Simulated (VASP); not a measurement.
# Pt (Fm-3m) in VASP: a series of runs

Runs on Pt. Level: PBE. Tasks: relaxation of cell and atoms.

Program: VASP 6.6.1. These are calculated values, not measurements. Logs are shortened: lines on timing, memory, paths and dates and some standing lists are left out, and cuts for length are marked.

## 1. Starting point

It takes space group Fm-3m (No. 225, cubic). The conventional cell has a = 3.922 Å, b = 3.922 Å, c = 3.922 Å, α = 90.00°, β = 90.00°, γ = 90.00°. Around Pt (site symmetry m-3m) lie 12 Pt at 2.77 Å.

## 2. Relaxation of cell and atoms, PBE

The input, INCAR:

```
  PREC = Accurate
  ENCUT = 250
  EDIFF = 1E-7
  ISMEAR = 0
  SIGMA = 0.1
  LREAL = F
  LASPH = T
  NELM = 80
  ALGO = Fast
  ISIF = 3
  LWAVE = F
  LCHARG = F
  GGA = PE
  IBRION = 2
  NSW = 80
  EDIFFG = -0.002
```

The input, KPOINTS:

```
regular mesh
0
Gamma
  18 18 18
```

The input, POSCAR:

```
Pt
1.0
    0.0000000000      1.9609000000      1.9609000000
    1.9609000000      0.0000000000      1.9609000000
    1.9609000000      1.9609000000      0.0000000000
Pt
1
Direct
    0.0000000000      0.0000000000      0.0000000000
```

Potentials or basis: VASP PAW PBE potentials, release 64 (Pt).

Run with:

```
cat potpaw_PBE.64/Pt/POTCAR > POTCAR
mpirun -np 1 vasp_std > vasp.out
```

OUTCAR:

```text
PREC = Accurate
   ENCUT = 250
   EDIFF = 1E-7
   ISMEAR = 0
   LREAL = F
   LASPH = T
   NELM = 80
   ISIF = 3
   GGA = PE
   IBRION = 2
   NSW = 80
   EDIFFG = -0.002

 ion  position               nearest neighbor table
   1  0.000  0.000  0.000-

  LATTYP: Found a face centered cubic cell.
 ALAT       =     3.9218000000

  Lattice vectors:

 A1 = (   0.0000000000,   1.9609000000,   1.9609000000)
 A2 = (   1.9609000000,   0.0000000000,   1.9609000000)
 A3 = (   1.9609000000,   1.9609000000,   0.0000000000)

Analysis of symmetry for initial positions (statically):
=====================================================================
 Subroutine PRICEL returns:
 Original cell was already a primitive cell.

 Routine SETGRP: Setting up the symmetry group for a
 face centered cubic supercell.

 Subroutine GETGRP returns: Found 48 space group operations
 (whereof 48 operations were pure point group operations)
 out of a pool of 48 trial point group operations.

The static configuration has the point symmetry O_h .

Analysis of symmetry for dynamics (positions and initial velocities):
=====================================================================
 Subroutine PRICEL returns:
 Original cell was already a primitive cell.

 Routine SETGRP: Setting up the symmetry group for a
 face centered cubic supercell.

 Subroutine GETGRP returns: Found 48 space group operations
 (whereof 48 operations were pure point group operations)
 out of a pool of 48 trial point group operations.

The dynamic configuration has the point symmetry O_h .

 Subroutine INISYM returns: Found 48 space group operations
 (whereof 48 operations are pure point group operations),
 and found     1 'primitive' translations

----------------------------------------------------------------------------------------

                                     Primitive cell

  volume of cell :      15.0798

  direct lattice vectors                    reciprocal lattice vectors
     0.000000000  1.960900000  1.960900000    -0.254984956  0.254984956  0.254984956
     1.960900000  0.000000000  1.960900000     0.254984956 -0.254984956  0.254984956
     1.960900000  1.960900000  0.000000000     0.254984956  0.254984956 -0.254984956

  length of vectors
     2.773131374  2.773131374  2.773131374     0.441646899  0.441646899  0.441646899

  position of ions in fractional coordinates (direct lattice)
     0.000000000  0.000000000  0.000000000

  ion indices of the primitive-cell ions
   primitive index   ion index
                 1           1

----------------------------------------------------------------------------------------

 KPOINTS: regular mesh

Automatic generation of k-mesh.
 Grid dimensions read from file:
 generate k-points for:   18   18   18

 Generating k-lattice:

  Cartesian coordinates                     Fractional coordinates (reciprocal lattice)
    -0.014165831  0.014165831  0.014165831     0.055555556  0.000000000  0.000000000
     0.014165831 -0.014165831  0.014165831     0.000000000  0.055555556  0.000000000
     0.014165831  0.014165831 -0.014165831     0.000000000  0.000000000  0.055555556

  Length of vectors
     0.024535939  0.024535939  0.024535939

  Shift w.r.t. Gamma in fractional coordinates (k-lattice)
     0.000000000  0.000000000  0.000000000

 Subroutine IBZKPT returns following result:
 ===========================================

 Found    195 irreducible k-points:

 Following reciprocal coordinates:
            Coordinates               Weight
  0.000000  0.000000  0.000000      1.000000
  0.055556  0.000000  0.000000      8.000000
  0.111111  0.000000  0.000000      8.000000
  0.166667  0.000000  0.000000      8.000000
  0.222222  0.000000  0.000000      8.000000
  0.277778  0.000000  0.000000      8.000000
[... 16 lines left out ...]
 -0.277778  0.055556  0.000000     24.000000
 -0.222222  0.055556  0.000000     24.000000
 [... further k-points ...]
   k-points           NKPTS =    195   k-points in BZ     NKDIM =    195   number of bands    NBANDS=      9
   number of dos      NEDOS =    301   number of ions     NIONS =      1
   total plane-waves  NPLWV =   2744
   dimension x,y,z NGX =    14 NGY =   14 NGZ =   14
   dimension x,y,z NGXF=    28 NGYF=   28 NGZF=   28
   ions per type =               1
   NGX,Y,Z   is equivalent  to a cutoff of   8.39,  8.39,  8.39 a.u.
   NGXF,Y,Z  is equivalent  to a cutoff of  16.79, 16.79, 16.79 a.u.
 SYSTEM =  unknown system
   PREC   = accura    normal or accurate (medium, high low for compatibility)
   ISTART =      0    job   : 0-new  1-cont  2-samecut
   ICHARG =      2    charge: 1-file 2-atom 10-const
   ISPIN  =      1    spin polarized calculation?
   LNONCOLLINEAR =      F non collinear calculations
   LSORBIT =      F    spin-orbit coupling
   LASPH  =      T    aspherical Exc in radial PAW
   ENCUT  =  250.0 eV  18.37 Ry    4.29 a.u.   3.58  3.58  3.58*2*pi/ulx,y,z
   NELM   =     80;   NELMIN=  2; NELMDL= -5     # of ELM steps
   EDIFF  = 0.1E-06   stopping-criterion for ELM
   LREAL  =      F    real-space projection
   EDIFFG = -.2E-02   stopping-criterion for IOM
   NSW    =     80    number of steps for IOM
   IBRION =      2    ionic relax: 0-MD 1-quasi-New 2-CG
   NFREE  =      1    steps in history (QN), initial steepest desc. (CG)
   ISIF   =      3    stress and relaxation
   ISYM   =      2    0-nonsym 1-usesym 2-fastsym
   POTIM  = 0.5000    time-step for ionic-motion
   TEBEG  =    0.0;   TEEND  =   0.0 temperature during run
   PSTRESS=    0.0 pullay stress
   NELECT =      10.0000    total number of electrons
   NUPDOWN=      -1.0000    fix difference up-down
   EMIN   =  10.00;   EMAX   =-10.00  energy-range for DOS
   EFERMI =   0.00;   METHOD = LEGACY
   ISMEAR =     0;   SIGMA  =   0.10  broadening in eV -4-tet -1-fermi 0-gaus
   EFERMI_NEDOS =   21; number of points for ismear=-14 and -15
   IALGO  =     68    algorithm
   IMIX   =      4    mixing-type and parameters
     AMIX     =   0.40;   BMIX     =  1.00
     AMIX_MAG =   1.60;   BMIX_MAG =  1.00
  volume/ion in A,a.u.               =      15.08       101.76
  Fermi-wavevector in a.u.,A,eV,Ry     =   1.427609  2.697791 27.729605  2.038068
  Thomas-Fermi vector in A             =   2.547760
   LORBIT       =      0    0 simple, 1 ext, 2 COOP (PROOUT), +10 PAW based schemes
   GGA     = PE    functional components
   LHFCALC =     F    Hartree Fock is set to
   AEXX    =    0.0000 exact exchange contribution
   IVDW    =     0    specifies the selected vdW correction
   LEPSILON=     F    determine dielectric tensor
   LRPA    =     F    only Hartree local field effects (RPA)
 conjugate gradient relaxation of ions
 non-spin polarized calculation
 RMM-DIIS sequential band-by-band and
 Gauss-broadening in eV      SIGMA  =   0.10
  energy-cutoff  :      250.00
  volume of cell :       15.08
 maximum number of plane-waves:       144
   NGX =  7   NGY =  7   NGZ =  7

--------------------------------------- Ionic step        1  -------------------------------------------

 number of electron      10.0000000 magnetization

 Free energy of the ion-electron system (eV)
  ---------------------------------------------------
  ext. energy  EPLUGINS =         0.00000000
  ---------------------------------------------------
  free energy    TOTEN  =        -6.09135331 eV

  energy without entropy =       -6.08067029  energy(sigma->0) =       -6.08601180

------------------------ aborting loop because EDIFF is reached ----------------------------------------

  FORCE on cell =-STRESS in cart. coord.  units (eV):
  Direction    XX          YY          ZZ          XY          YZ          ZX
  --------------------------------------------------------------------------------------
  -------------------------------------------------------------------------------------
  Total        0.8442441      0.8442441      0.8442441      0.0000000     -0.0000000     -0.0000000
  in kB       89.6979012     89.6979012     89.6979012      0.0000000     -0.0000000     -0.0000000
  external PRESSURE =      89.6979012 kB  Pullay stress =       0.0000000 kB
[... 20 lines left out ...]
  energy  without entropy=       -6.0806702872  energy(sigma->0) =       -6.08601180

--------------------------------------- Ionic step        2  -------------------------------------------

 number of electron      10.0000013 magnetization

 E-fermi :   9.1085     XC(G=0): -12.7803

 val. band max:        9.1063230281   @ k =  -0.3333   0.3889   0.1111
 cond. band min:       9.1150381436   @ k =   0.3889   0.3333   0.0556
 fundamental gap:      0.0087151155
 Fermi energy:         9.1085277970

 k-point     1 :       0.0000    0.0000    0.0000
  band No.  band energies     occupation
      1       0.1688      2.00000
      2       5.9952      2.00000
      3       5.9952      2.00000
      4       5.9952      2.00000
      5       7.7638      2.00000
      6       7.7638      2.00000
      7      24.0230      0.00000
      8      28.3286      0.00000
      9      28.3286      0.00000
[... 343 lines left out ...]
  energy  without entropy=       -6.0929352988  energy(sigma->0) =       -6.09854992

--------------------------------------- Ionic step        4  -------------------------------------------

 number of electron       9.9999993 magnetization

 Free energy of the ion-electron system (eV)
  ---------------------------------------------------
  ext. energy  EPLUGINS =         0.00000000
  ---------------------------------------------------
  free energy    TOTEN  =        -6.10418484 eV

  energy without entropy =       -6.09297500  energy(sigma->0) =       -6.09857992

 E-fermi :  10.6880     XC(G=0): -13.3075

 val. band max:       10.6857836685   @ k =   0.5000   0.5000   0.0000
 cond. band min:      10.6887552983   @ k =  -0.3333   0.3889   0.1111
 fundamental gap:      0.0029716298
 Fermi energy:        10.6879575894

 k-point     1 :       0.0000    0.0000    0.0000
  band No.  band energies     occupation
      1       0.8027      2.00000
      2       7.0839      2.00000
      3       7.0839      2.00000
      4       7.0839      2.00000
      5       9.1316      2.00000
      6       9.1316      2.00000
      7      25.4164      0.00000
      8      30.2155      0.00000
      9      30.2155      0.00000
[... 304 lines left out ...]
  FREE ENERGIE OF THE ION-ELECTRON SYSTEM (eV)
  ---------------------------------------------------
  free  energy   TOTEN  =        -6.1041848388 eV

  energy  without entropy=       -6.0929749960  energy(sigma->0) =       -6.09857992

 reached required accuracy - stopping structural energy minimisation
```

Wall time 10 s (1 thread of Intel Xeon 6975P-C (Granite Rapids), shared host); peak memory 0.11 GiB.

These settings aren't checked as converged: the numbers below hold their error.

Results:

```yaml
Free_energy: -6.1042 eV
Relaxed_volume: 15.55 Å³/atom
Relaxed_cell: a = 2.802 Å, b = 2.802 Å, c = 2.802 Å, α = 60.00°, β = 60.00°, γ = 60.00°
Space_group_after_relaxing_to_0.05_Å: Fm-3m (No. 225)
Energy_gained_by_relaxing: 12.8 meV/atom
Ionic_steps: 4
Band_gap_on_the_k_mesh: none (metal or under the smearing width)
```

Caveat: the cutoff is under 1.25 times the usual one of these potentials, so pressure, stress and relaxed cells hold a basis-set (Pulay) error.

## 3. Relaxation of cell and atoms, PBE

This run uses another cell than the first one, of 15.55 Å³/atom, 1.031 times its volume.

INCAR is that of step 2.

KPOINTS is that of step 2.

The input, POSCAR:

```
Pt                                      
1.0
    0.0000000000      1.9812631304      1.9812631304
    1.9812631304     -0.0000000000      1.9812631304
    1.9812631304      1.9812631304     -0.0000000000
  Pt            
     1
Direct
     0.0000000000000000    0.0000000000000000    0.0000000000000000
```

Potentials or basis: VASP PAW PBE potentials, release 64 (Pt).

Run with:

```
cat potpaw_PBE.64/Pt/POTCAR > POTCAR
mpirun -np 1 vasp_std > vasp.out
```

Run time: 6.6 s. Hardware: 1 thread of Intel Xeon 6975P-C (Granite Rapids), shared host; peak memory 0.12 GiB.

These settings aren't checked as converged: the numbers below hold their error.

Results:

| Item | Value |
| --- | --- |
| Free energy | -6.1067 eV |
| Relaxed volume | 15.58 Å³/atom |
| Relaxed cell | a = 2.803 Å, b = 2.803 Å, c = 2.803 Å, α = 60.00°, β = 60.00°, γ = 60.00° |
| Space group after relaxing (to 0.05 Å) | Fm-3m (No. 225) |
| Energy gained by relaxing | 0.0 meV/atom |
| Ionic steps | 3 |
| Band gap on the k mesh | none (metal or under the smearing width) |

Caveat: the cutoff is under 1.25 times the usual one of these potentials, so pressure, stress and relaxed cells hold a basis-set (Pulay) error.
